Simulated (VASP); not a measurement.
# BAs (F-43m) under biaxial strain in the (110) plane, part 2 of 2

How do the elastic response and the band edges of BAs follow biaxial strain in the (110) plane?

VASP 6.6.1, plane waves and PAW; the level of theory is named at each step.

So far: The starting structure; Relax the crystal, LDA; Strain along the normal, LDA; Band edges, TB-mBJ with spin-orbit coupling; Band edges, r2SCAN with spin-orbit coupling.

**5. Band edges, r2SCAN with spin-orbit coupling (continued)**

Level of this step: r2SCAN, spin-orbit coupling; plane waves and PAW (B, As); cell typed or built by script (VASP).

OUTCAR, selected parts (step 5):

```text
  Total        1.3290692      1.3290692      1.8100055     -0.7510315     -0.0000000     -0.0000000
  in kB       82.5702182     82.5702182    112.4490296    -46.6588433     -0.0000000     -0.0000000
  external PRESSURE =      92.5298220 kB  Pullay stress =       0.0000000 kB

 POSITION                                       TOTAL-FORCE (eV/Angst)
 -----------------------------------------------------------------------------------
      2.38793      2.38793      0.00702         0.000000      0.000000     -0.013916
      1.19396      1.19396      1.15486         0.000000      0.000000      0.013916
 -----------------------------------------------------------------------------------
    total drift:                                0.000001      0.000001      0.000420

  FREE ENERGIE OF THE ION-ELECTRON SYSTEM (eV)
  ---------------------------------------------------
  free  energy   TOTEN  =      -170.3441788038 eV

  energy  without entropy=     -170.3441788038  energy(sigma->0) =     -170.34417880

[... 2 parts as in an earlier step ...]

[... 1 further part left out ...]
[key lines of the parts left out:]
E-fermi :   7.2459
```

Read from the output:

* energy(sigma→0) of the program: -170.3442 eV
* stress, compression positive: 3.59 along [110], 12.08 across it (mean), GPa

The run ends at a pressure of 9.25 GPa, with forces up to 0.014 eV/Å.

**6. All members**

Runs beyond LDA use the data sets made with LDA; this shifts their levels slightly, and their total energies have another zero (at TB-mBJ, which has no energy functional, they mean nothing).

The other members went through these steps as far as the tables show, with the same cutoff and, step by step, the same mesh; 41 runs are not shown. The session took 2.2 core hours (wall time by ranks) on a shared machine.

```csv
in-plane strain (%),strain along the normal (%),"mean of the two in-plane stresses, tension positive (GPa)",energy above the unstrained row (meV/atom),"gap on the mesh, LDA (eV)"
-2.000,0.706,-7.967,12.970,0.792
-1.500,0.514,-5.886,7.254,0.912
-1.000,0.332,-3.864,3.215,1.011
-0.500,0.162,-1.904,0.811,1.076
0,0.000,-0.001,0.000,1.136
0.500,-0.150,1.838,0.747,1.092
1.000,-0.292,3.613,3.004,1.050
1.500,-0.424,5.318,6.730,1.008
2.000,-0.546,6.962,11.882,0.970
```

Slopes at zero strain, from cubics through all rows: strain ratio -0.312, stress over strain 374 GPa.

Band edges at TB-mBJ with spin-orbit coupling, counted from the valence-band top at Γ, spin-orbit pairs averaged, with one row partly withheld:

```csv
in-plane strain (%),gap (eV),conduction band at Γ (eV),Δ or X valley along z (eV),Δ or X valley along x (eV),"lowest conduction level at L, [111] (eV)","lowest conduction level at L, [-111] (eV)",second valence level below the top (eV),third valence level below the top (eV)
-2.000,1.342,3.473,1.342,1.589,3.602,3.175,0.098,0.377
-1.500,1.444,3.522,1.441,1.609,3.527,3.219,0.085,0.318
-1.000,1.532,?,1.525,1.628,3.453,3.256,0.066,0.268
-0.500,1.605,3.601,1.600,1.647,3.381,3.286,0.037,0.230
0,1.669,3.622,1.665,1.665,3.309,3.309,0.000,0.205
0.500,1.643,3.580,1.677,1.639,3.194,3.280,0.043,0.232
1.000,1.613,3.516,1.678,1.610,3.078,3.242,0.090,0.269
1.500,1.580,3.439,1.669,1.577,2.959,3.195,0.140,0.313
2.000,1.549,3.357,1.654,1.546,2.844,3.144,0.185,0.357
```

Band edges at r2SCAN with spin-orbit coupling, counted from the valence-band top at Γ, spin-orbit pairs averaged:

```csv
in-plane strain (%),gap (eV),conduction band at Γ (eV),Δ or X valley along z (eV),Δ or X valley along x (eV),"lowest conduction level at L, [111] (eV)","lowest conduction level at L, [-111] (eV)",second valence level below the top (eV),third valence level below the top (eV)
-2.000,0.952,3.117,0.952,1.226,3.360,2.907,0.100,0.381
-1.500,1.058,3.167,1.055,1.241,3.275,2.949,0.087,0.323
-1.000,1.149,3.210,1.143,1.256,3.192,2.984,0.067,0.276
-0.500,1.224,3.246,1.220,1.270,3.111,3.011,0.037,0.239
0,1.288,3.267,1.284,1.284,3.030,3.030,0.000,0.215
0.500,1.258,3.225,1.296,1.255,2.909,2.999,0.043,0.242
1.000,1.226,3.160,1.296,1.223,2.785,2.957,0.089,0.278
1.500,1.191,3.082,1.285,1.188,2.660,2.906,0.138,0.321
2.000,1.157,2.998,1.265,1.155,2.538,2.849,0.183,0.364
```

**7. Fit and prediction**

The quantity to fit is the conduction level at Γ above the mean of the three top valence levels at TB-mBJ with spin-orbit coupling: 3.631, 3.657, 3.690, 3.690, 3.672, 3.636, 3.590, 3.538 eV in the rows shown.

A least-squares parabola through the 8 rows shown, with e the strain in %: E = − 0.02615 e² − 0.02288 e + 3.687 (eV), r.m.s. residual 0.0033 eV.

For the withheld row, e = -1, the fit gives 3.6834 eV.

**8. The withheld row**

The calculation gives 3.6772 eV, so the prediction is 0.0062 eV too high, within twice the residual of the fit.

The rows do not lie on one parabola (a picked bound of 1 % of their span for the r.m.s. residual). Levels that cross, a degenerate level that splits or an edge that moves to another point can do that; which it is was not traced. So the linear term is no slope at zero strain, and none is listed.

**9. Summary of results**

```
ratio of normal to in-plane strain                          : -0.312
biaxial modulus                                             : 374 GPa
gap of the unstrained cell, TB-mBJ with spin-orbit coupling : 1.67 eV
gap of the unstrained cell, r2SCAN with spin-orbit coupling : 1.29 eV
error of the predicted row                                  : 6.2 meV
```

What this shows: As a check, the curvature of the energy gives 374 GPa for the same modulus (energy per volume = M × strain²), 0 % from the slope of the stress. At TB-mBJ with spin-orbit coupling the lowest conduction valley is Δ or X throughout, and the gap runs between 1.34 and 1.67 eV. At r2SCAN with spin-orbit coupling the lowest conduction valley is Δ or X throughout, and the gap runs between 0.95 and 1.29 eV. Hole masses are left out throughout, since the top bands are degenerate or cross in many series; of conduction masses, those of the Γ, L and (for Si and Ge under (001) strain) Δ valleys are kept where they change by under an eighth between rows. A measured gap of unstrained BAs is 4.12 eV (arxiv:1911.04914, direct gap from square of absorption coefficient, average of two samples, so it belongs beside the lowest direct gap, not the least one, 300 K); the static gaps here belong to the lattice relaxed at LDA. TB-mBJ is a potential fitted for gaps; it has no energy functional, so its total energies and forces mean nothing, and its bands tend to come out too narrow. r2SCAN opens gaps somewhat over GGA but leaves them below measured values as a rule. Δ or X levels are the lowest on their line, refined by a parabola unless they lie at X; the gap is read from all points sampled and can differ from the lowest valley by some meV, or by tens of meV where strain moves the valence top off Γ. Temperature, zero-point motion and excitons are left out.

[Lines on the potential files, build, host, timing and source positions are cut from VASP's logs without a mark.]

[Logs are printed without paths, hosts, clocks, repeated set-up lines and the standing remarks that a program may print on its own settings, such as how far it seeks lower states.]

[Hosts, paths, dates, database ids (printed as entryN), source tags and the programs' standing remarks are cut or masked in the printed files.]

[In band tables of VASP the shares of atoms and orbitals are scaled to a sum of 1 inside the atoms' spheres.]
